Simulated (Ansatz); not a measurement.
BeO:
```xyz
12
Lattice="2.6884 0.0000 0.0000 -1.3442 2.3282 0.0000 0.0000 0.0000 13.1470" Properties=species:S:1:pos:R:3 pbc="T T T"
Be     0.0000     0.0000    13.1427
Be     0.0000     0.0000     6.5692
Be     1.3442     0.7761    10.9577
Be     0.0000     1.5521     4.3842
Be     1.3442     0.7761     2.1908
Be     0.0000     1.5521     8.7643
O      0.0000     0.0000    11.4983
O      0.0000     0.0000     4.9248
O      1.3442     0.7761     9.3089
O      0.0000     1.5521     2.7354
O      1.3442     0.7761     0.5425
O      0.0000     1.5521     7.1160
```

x, y and z are the axes in which the lattice vectors are written.

### Question
Give the proper piezoelectric stress tensor with relaxed ions from PBEsol (plane waves, PAW; program Ansatz).

### Answer
In C/m², rows x, y, z, Voigt columns; mesh uncertainty up to 0.00.
```
 0.00   0.00   0.00   0.00   0.04   0.00
 0.00   0.00   0.00   0.04   0.00   0.00
 0.09   0.09  -0.15   0.00   0.00   0.00
```

The elastic tensor of the same run (GPa):

```csv
,1,2,3,4,5,6
1,438,134,80.1,0.0,0.0,0.0
2,134,438,80.1,0.0,0.0,0.0
3,80.1,80.1,493,0.0,0.0,0.0
4,0.0,0.0,0.0,135,0.0,0.0
5,0.0,0.0,0.0,0.0,135,0.0
6,0.0,0.0,0.0,0.0,0.0,152
```

### Question
Convert to strain constants d = e·S.

### Answer
In pC/N:
```
 0.0   0.0   0.0   0.0   0.3   0.0
 0.0   0.0   0.0   0.3   0.0   0.0
 0.2   0.2  -0.4   0.0   0.0   0.0
```

Space group P6_3mc. A made-up cell: these elements were put on the sites of a structure type. Its sites differ from those of the usual phase in this space group: another stacking or structure type. The PBEsol relaxation kept the symmetry of its start; of distortions, only those at the zone centre were tested.

Potentials: the later of the program's two PAW sets.
